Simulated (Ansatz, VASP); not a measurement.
Given: the input of a run of VASP 6.6.1 on CuO.

File INCAR:

```
SYSTEM = CuO
PREC     = Accurate       ! precision mode
ENCUT    = 520            ! plane-wave cutoff, eV
EDIFF    = 1E-6           ! SCF threshold, eV
ISMEAR   = -1             ! smearing method
SIGMA    = 0.03           ! smearing width, eV
LREAL    = .False.        ! projectors in reciprocal space
LASPH    = .True.         ! aspherical terms in the spheres
NELM     = 60             ! most SCF steps
ALGO     = Normal         ! electronic algorithm
ISIF     = 2              ! what is computed and relaxed
LWAVE    = .False.        ! write WAVECAR
LCHARG   = .False.        ! write CHGCAR
GGA      = PE             ! functional
NBANDS   = 25             ! bands
```

The input KPOINTS:

```
regular mesh
0
Gamma
  6 6 3
  0 0 0
```

POSCAR

```
CuO
1.0
    2.3446497600     -1.7133998200      0.0000000000
    2.3446497600      1.7133998200      0.0000000000
   -0.8605499100      0.0000000000      5.0594394800
Cu O
2 2
Direct
    0.0032000000      0.4968000000      0.0000000000
    0.4968000000      0.0032000000      0.5000000000
    0.5714000000      0.4056000000      0.2537000000
    0.4056000000      0.5714000000      0.7537000000
```

Potentials or basis: VASP PAW PBE potentials, release 64 (Cu, O).

The run is started by

```sh
$ cat potpaw_PBE.64/Cu/POTCAR potpaw_PBE.64/O/POTCAR > POTCAR
$ mpirun -np 1 vasp_std > vasp.out
```

Translate it to Ansatz 0.2.0. Potentials there: all-electron LAPW, scalar-relativistic.

As run (the cutoff follows the program's own potentials):

input.yaml

```yaml
crystal:
  lattice:
    - [2.34464976, -1.71339982, 0.0]
    - [2.34464976, 1.71339982, 0.0]
    - [-0.86054991, 0.0, 5.05943948]
  atoms:
    - { symbol: Cu, position: [0.0032, 0.4968, 0.0] }
    - { symbol: Cu, position: [0.4968, 0.0032, 0.5] }
    - { symbol: O, position: [0.5714, 0.4056, 0.2537] }
    - { symbol: O, position: [0.4056, 0.5714, 0.7537] }
kpoints:
  mp_grid: { grid: [6, 6, 3] }
scf:
  occupations: { method: fermi_dirac, width: 0.03 }
hamiltonian:
  xc: pbe
  pseudopotentials: { kind: all_electron, lapw: { basis_error: 0.002 } }
output:
  forces: true
  stress: true
  eigenvalues: true
```

Potentials or basis: all-electron LAPW, scalar-relativistic.

The run is started by

```bash
$ ansatz run input.yaml --threads 2 --pin off --max-ram 6144MiB --backend cpu --events-out ev --progress --plain --runs-dir out
```

Both were run:

|  | VASP | Ansatz | Ansatz less VASP |
| --- | --- | --- | --- |
| gap on the k mesh at the Fermi level (eV) | none | none | - |
| pressure (GPa) | 6.5 | 5.7 | -0.74 |
| largest component of the traceless stress (GPa) | 1.88 | 1.82 | -0.052 |
| rms of the force components (eV/Å) | 0.427 | 0.416 | -0.0110 |

Atom by atom the forces differ by 0.023 eV/Å (rms over components). A gap of «none» marks a metal or a gap that the smearing closes. Ansatz ran all-electron here, so the differences hold the error of VASP's frozen core and of both bases.

Caveats: the k mesh is coarse (spacing up to 0.41 Å⁻¹), so the values aren't converged; the run has no spin polarisation, though such a crystal can be magnetic; semilocal functionals often make such compounds metallic where correlation or magnetic order opens a gap, which also shifts bond lengths; the k mesh is thin for a metal, which can move the energy by tens of meV per atom (Ansatz).
